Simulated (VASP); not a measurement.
# LiCl (Fm-3m) in VASP: single point with HSE06

Aim: the single point of LiCl with HSE06.

Program: VASP 6.6.1. These are calculated values, not measurements. Logs are shortened: lines on timing, memory, paths and dates and some standing lists are left out, and cuts for length are marked.

## 1. The structure

The structure is cubic, space group Fm-3m (No. 225). Conventional cell: a = 5.062 Å, b = 5.062 Å, c = 5.062 Å, α = 90.00°, β = 90.00°, γ = 90.00°. Li (site symmetry m-3m) is surrounded by 6 Cl at 2.53 Å. Cl (site symmetry m-3m) has 6 Li at 2.53 Å as nearest neighbours.

The cell is a database's computed one.

## 2. Single point, HSE06

POSCAR

```
LiCl
1.0
    0.0000000000      2.5310500000      2.5310500000
    2.5310500000      0.0000000000      2.5310500000
    2.5310500000      2.5310500000      0.0000000000
Li Cl
1 1
Direct
    0.0000000000      0.0000000000      0.0000000000
    0.5000000000      0.5000000000      0.5000000000
```

INCAR.step1

```
SYSTEM = LiCl
PREC     = Accurate       ! precision mode
ENCUT    = 520            ! plane-wave cutoff, eV
EDIFF    = 1E-5           ! SCF threshold, eV
ISMEAR   = 0              ! smearing method
SIGMA    = 0.02           ! smearing width, eV
LREAL    = .FALSE.        ! projectors in reciprocal space
LASPH    = .TRUE.         ! aspherical terms in the spheres
NELM     = 80             ! most SCF steps
ALGO     = Normal         ! electronic algorithm
ISIF     = 2              ! what is computed and relaxed
LWAVE    = .TRUE.         ! write WAVECAR
NBANDS   = 12             ! bands
GGA      = PE             ! functional
```

INCAR.step2

```
SYSTEM = LiCl
PREC     = Accurate       ! precision mode
ENCUT    = 520            ! plane-wave cutoff, eV
EDIFF    = 1E-7           ! SCF threshold, eV
ISMEAR   = 0              ! smearing method
SIGMA    = 0.02           ! smearing width, eV
LREAL    = .FALSE.        ! projectors in reciprocal space
LASPH    = .TRUE.         ! aspherical terms in the spheres
NELM     = 80             ! most SCF steps
ALGO     = Normal         ! electronic algorithm
ISIF     = 2              ! what is computed and relaxed
LWAVE    = .FALSE.        ! write WAVECAR
LCHARG   = .TRUE.         ! write CHGCAR
GGA      = PE             ! functional
LHFCALC  = .TRUE.         ! exact exchange
HFSCREEN = 0.2            ! screening, 1/A
PRECFOCK = Fast         
LELF     = .TRUE.         ! ELF
LVHAR    = .TRUE.       
NBANDS   = 12             ! bands
ISTART   = 1
```

KPOINTS

```
Automatic mesh
0
G
  6 6 6
  0 0 0
```

Potentials or basis: VASP PAW PBE potentials, release 64 (Li_sv, Cl).

Launch:

```
cat potpaw_PBE.64/Li_sv/POTCAR potpaw_PBE.64/Cl/POTCAR > POTCAR
cp INCAR.step1 INCAR
mpirun -np 1 vasp_std > vasp.out
cp INCAR.step2 INCAR
mpirun -np 1 vasp_std > vasp.out
```

OUTCAR:

```text
SYSTEM = LiCl
   PREC = Accurate
   ENCUT = 520
   EDIFF = 1E-7
   ISMEAR = 0
   LREAL = .FALSE.
   LASPH = .TRUE.
   NELM = 80
   ISIF = 2
   GGA = PE
   LHFCALC = .TRUE.
   HFSCREEN = 0.2
   PRECFOCK = Fast
   ISTART = 1

 ion  position               nearest neighbor table
   1  0.000  0.000  0.000-   2 2.53   2 2.53   2 2.53   2 2.53   2 2.53   2 2.53
   2  0.500  0.500  0.500-   1 2.53   1 2.53   1 2.53   1 2.53   1 2.53   1 2.53

  LATTYP: Found a face centered cubic cell.
 ALAT       =     5.0621000000

  Lattice vectors:

 A1 = (   0.0000000000,   2.5310500000,   2.5310500000)
 A2 = (   2.5310500000,   0.0000000000,   2.5310500000)
 A3 = (   2.5310500000,   2.5310500000,   0.0000000000)

Analysis of symmetry for initial positions (statically):
=====================================================================
 Subroutine PRICEL returns:
 Original cell was already a primitive cell.

 Routine SETGRP: Setting up the symmetry group for a
 face centered cubic supercell.

 Subroutine GETGRP returns: Found 48 space group operations
 (whereof 48 operations were pure point group operations)
 out of a pool of 48 trial point group operations.

The static configuration has the point symmetry O_h .

Analysis of symmetry for dynamics (positions and initial velocities):
=====================================================================
 Subroutine PRICEL returns:
 Original cell was already a primitive cell.

 Routine SETGRP: Setting up the symmetry group for a
 face centered cubic supercell.

 Subroutine GETGRP returns: Found 48 space group operations
 (whereof 48 operations were pure point group operations)
 out of a pool of 48 trial point group operations.

The dynamic configuration has the point symmetry O_h .

 Subroutine INISYM returns: Found 48 space group operations
 (whereof 48 operations are pure point group operations),
 and found     1 'primitive' translations

----------------------------------------------------------------------------------------

                                     Primitive cell

  volume of cell :      32.4289

  direct lattice vectors                    reciprocal lattice vectors
     0.000000000  2.531050000  2.531050000    -0.197546473  0.197546473  0.197546473
     2.531050000  0.000000000  2.531050000     0.197546473 -0.197546473  0.197546473
     2.531050000  2.531050000  0.000000000     0.197546473  0.197546473 -0.197546473

  length of vectors
     3.579445237  3.579445237  3.579445237     0.342160528  0.342160528  0.342160528

  position of ions in fractional coordinates (direct lattice)
     0.000000000  0.000000000  0.000000000
     0.500000000  0.500000000  0.500000000

  ion indices of the primitive-cell ions
   primitive index   ion index
                 1           1
                 2           2

----------------------------------------------------------------------------------------

 KPOINTS: Automatic mesh

Automatic generation of k-mesh.
 Grid dimensions read from file:
 generate k-points for:    6    6    6

 Generating k-lattice:

  Cartesian coordinates                     Fractional coordinates (reciprocal lattice)
    -0.032924412  0.032924412  0.032924412     0.166666667  0.000000000  0.000000000
     0.032924412 -0.032924412  0.032924412     0.000000000  0.166666667  0.000000000
     0.032924412  0.032924412 -0.032924412     0.000000000  0.000000000  0.166666667

  Length of vectors
     0.057026755  0.057026755  0.057026755

  Shift w.r.t. Gamma in fractional coordinates (k-lattice)
     0.000000000  0.000000000  0.000000000

 Subroutine IBZKPT returns following result:
 ===========================================

 Found     16 irreducible k-points:

 Following reciprocal coordinates:
            Coordinates               Weight
  0.000000  0.000000  0.000000      1.000000
  0.166667  0.000000  0.000000      8.000000
  0.333333  0.000000  0.000000      8.000000
  0.500000  0.000000  0.000000      4.000000
  0.166667  0.166667  0.000000      6.000000
  0.333333  0.166667  0.000000     24.000000
[... 8 lines left out ...]
 -0.333333  0.333333  0.166667     24.000000
 -0.333333  0.500000  0.166667     12.000000
   k-points           NKPTS =     16   k-points in BZ     NKDIM =    216   number of bands    NBANDS=     12
   number of dos      NEDOS =    301   number of ions     NIONS =      2
   total plane-waves  NPLWV =  21952
   dimension x,y,z NGX =    28 NGY =   28 NGZ =   28
   dimension x,y,z NGXF=    56 NGYF=   56 NGZF=   56
   ions per type =               1   1
   NGX,Y,Z   is equivalent  to a cutoff of  13.00, 13.00, 13.00 a.u.
   NGXF,Y,Z  is equivalent  to a cutoff of  26.01, 26.01, 26.01 a.u.
 SYSTEM =  LiCl
   PREC   = accura    normal or accurate (medium, high low for compatibility)
   ISTART =      1    job   : 0-new  1-cont  2-samecut
   ICHARG =      0    charge: 1-file 2-atom 10-const
   ISPIN  =      1    spin polarized calculation?
   LNONCOLLINEAR =      F non collinear calculations
   LSORBIT =      F    spin-orbit coupling
   LASPH  =      T    aspherical Exc in radial PAW
   ENCUT  =  520.0 eV  38.22 Ry    6.18 a.u.   6.66  6.66  6.66*2*pi/ulx,y,z
   NELM   =     80;   NELMIN=  2; NELMDL=  0     # of ELM steps
   EDIFF  = 0.1E-06   stopping-criterion for ELM
   LREAL  =      F    real-space projection
   EDIFFG = 0.1E-05   stopping-criterion for IOM
   NSW    =      0    number of steps for IOM
   IBRION =     -1    ionic relax: 0-MD 1-quasi-New 2-CG
   NFREE  =      0    steps in history (QN), initial steepest desc. (CG)
   ISIF   =      2    stress and relaxation
   ISYM   =      3    0-nonsym 1-usesym 2-fastsym
   POTIM  = 0.5000    time-step for ionic-motion
   TEBEG  =    0.0;   TEEND  =   0.0 temperature during run
   PSTRESS=    0.0 pullay stress
   NELECT =      10.0000    total number of electrons
   NUPDOWN=      -1.0000    fix difference up-down
   EMIN   =  10.00;   EMAX   =-10.00  energy-range for DOS
   EFERMI =   0.00;   METHOD = LEGACY
   ISMEAR =     0;   SIGMA  =   0.02  broadening in eV -4-tet -1-fermi 0-gaus
   EFERMI_NEDOS =   21; number of points for ismear=-14 and -15
   IALGO  =     38    algorithm
   IMIX   =      1    mixing-type and parameters
     AMIX     =   0.40;   BMIX     =  1.00
     AMIX_MAG =   1.60;   BMIX_MAG =  1.00
  volume/ion in A,a.u.               =      16.21       109.42
  Fermi-wavevector in a.u.,A,eV,Ry     =   1.106023  2.090080 16.643825  1.223287
  Thomas-Fermi vector in A             =   2.242518
   LORBIT       =      0    0 simple, 1 ext, 2 COOP (PROOUT), +10 PAW based schemes
   GGA     = PE    functional components
   LHFCALC =     T    Hartree Fock is set to
   PRECFOCK=fast      Normal, Fast or Accurate (Low or Medium for compatibility)
   ENCUT4O =  -1.0   cutoff for four orbital integrals eV
   NKREDX  =     1    reduce k-point grid by
   NKREDY  =     1    reduce k-point grid by
   NKREDZ  =     1    reduce k-point grid by
   AEXX    =    0.2500 exact exchange contribution
   HFSCREEN=    0.2000 screening length (either q_TF or 0.3 A-1)
   HFSCREENC=   0.2000 screening length for correlation (either q_TF or 0.3 A-1)
   ENCUTFOCK=  -1.0 apply spherical cutoff to Coloumb kernel
   IVDW    =     0    specifies the selected vdW correction
   LEPSILON=     F    determine dielectric tensor
   LRPA    =     F    only Hartree local field effects (RPA)
 non-spin polarized calculation
 Gauss-broadening in eV      SIGMA  =   0.02
  energy-cutoff  :      520.00
  volume of cell :       32.43
 maximum number of plane-waves:       893
 NGX is ok and might be reduce to    28
  NGX = 16; NGY = 16; NGZ = 16

 number of electron       9.9999996 magnetization

 Free energy of the ion-electron system (eV)
  ---------------------------------------------------
  ext. energy  EPLUGINS =         0.00000000
  ---------------------------------------------------
  free energy    TOTEN  =        -8.47263391 eV

  energy without entropy =       -8.47263391  energy(sigma->0) =       -8.47263391

 E-fermi :   0.0317     XC(G=0):  -7.3848

 val. band max:       -0.0891277506   @ k =   0.0000   0.0000   0.0000
 cond. band min:       7.9135830755   @ k =   0.0000   0.0000   0.0000
 fundamental gap:      8.0027108261
 Fermi energy:         0.0316942124

 k-point     1 :       0.0000    0.0000    0.0000
  band No.  band energies     occupation
      1     -46.3010      2.00000
      2     -14.9111      2.00000
      3      -0.0891      2.00000
      4      -0.0891      2.00000
      5      -0.0891      2.00000
      6       7.9136      0.00000
      7      13.4381      0.00000
      8      13.4381      0.00000
      9      13.4381      0.00000
     10      16.3974      0.00000
     11      16.3974      0.00000
     12      16.4099      0.00000

 k-point     2 :       0.1667    0.0000    0.0000
  band No.  band energies     occupation
      1     -46.3001      2.00000
      2     -14.7557      2.00000
      3      -1.0558      2.00000
      4      -0.1707      2.00000
      5      -0.1707      2.00000
      6       8.6098      0.00000
      7      12.4348      0.00000
      8      13.0712      0.00000
      9      13.0713      0.00000
     10      14.8387      0.00000
     11      14.8387      0.00000
     12      17.0397      0.00000

 k-point     3 :       0.3333    0.0000    0.0000
  band No.  band energies     occupation
      1     -46.2982      2.00000
      2     -14.4154      2.00000
      3      -2.6260      2.00000
      4      -0.3216      2.00000
      5      -0.3216      2.00000
      6       8.4717      0.00000
      7      11.5329      0.00000
      8      11.5330      0.00000
      9      13.5876      0.00000
     10      16.8649      0.00000
     11      16.8649      0.00000
     12      17.8742      0.00000
[... 166 lines left out ...]
 k-point    15 :      -0.3333    0.3333    0.1667
  band No.  band energies     occupation
      1     -46.2961      2.00000
      2     -14.0162      2.00000
      3      -2.8007      2.00000
      4      -2.0697      2.00000
      5      -0.9928      2.00000
      6      10.4104      0.00000
      7      10.8699      0.00000
      8      12.6026      0.00000
      9      12.8849      0.00000
     10      17.0486      0.00000
     11      18.0244      0.00000
     12      20.5504      0.00000

 k-point    16 :      -0.3333    0.5000    0.1667
  band No.  band energies     occupation
      1     -46.2957      2.00000
      2     -13.9388      2.00000
      3      -2.9855      2.00000
      4      -1.9862      2.00000
      5      -1.3194      2.00000
      6      10.2567      0.00000
      7      10.7913      0.00000
      8      13.0639      0.00000
      9      13.2162      0.00000
     10      16.9256      0.00000
     11      19.2397      0.00000
     12      20.7723      0.00000

------------------------ aborting loop because EDIFF is reached ----------------------------------------

  FORCE on cell =-STRESS in cart. coord.  units (eV):
  Direction    XX          YY          ZZ          XY          YZ          ZX
  --------------------------------------------------------------------------------------
  -------------------------------------------------------------------------------------
  Total        0.2085250      0.2085250      0.2085250      0.0000000     -0.0000000      0.0000000
  in kB       10.3023535     10.3023535     10.3023535      0.0000000     -0.0000000      0.0000000
  external PRESSURE =      10.3023535 kB  Pullay stress =       0.0000000 kB

 VOLUME and BASIS-vectors are now :
 -----------------------------------------------------------------------------
  energy-cutoff  :      520.00
  volume of cell :       32.43
      direct lattice vectors                 reciprocal lattice vectors
     0.000000000  2.531050000  2.531050000    -0.197546473  0.197546473  0.197546473
     2.531050000  0.000000000  2.531050000     0.197546473 -0.197546473  0.197546473
     2.531050000  2.531050000  0.000000000     0.197546473  0.197546473 -0.197546473

 POSITION                                       TOTAL-FORCE (eV/Angst)
 -----------------------------------------------------------------------------------
      0.00000      0.00000      0.00000         0.000000      0.000000      0.000000
      2.53105      2.53105      2.53105         0.000000      0.000000     -0.000000
 -----------------------------------------------------------------------------------
    total drift:                                0.000000      0.000000     -0.000000

  FREE ENERGIE OF THE ION-ELECTRON SYSTEM (eV)
  ---------------------------------------------------
  free  energy   TOTEN  =        -8.4726339103 eV

  energy  without entropy=       -8.4726339103  energy(sigma->0) =       -8.47263391
```

It took 1.9 min on 1 thread of Intel Xeon Platinum 8559C (Emerald Rapids), shared host; peak memory 0.25 GiB.

Results:

| Item | Value |
| --- | --- |
| Free energy | -8.4726 eV |
| Band gap on the k mesh | 8.00 eV, direct |

Caveat: the cutoff is under 1.25 times the usual one of these potentials, so pressure, stress and relaxed cells hold a basis-set (Pulay) error; the PAW data sets were made with another functional, which shifts forces and pressure a little.
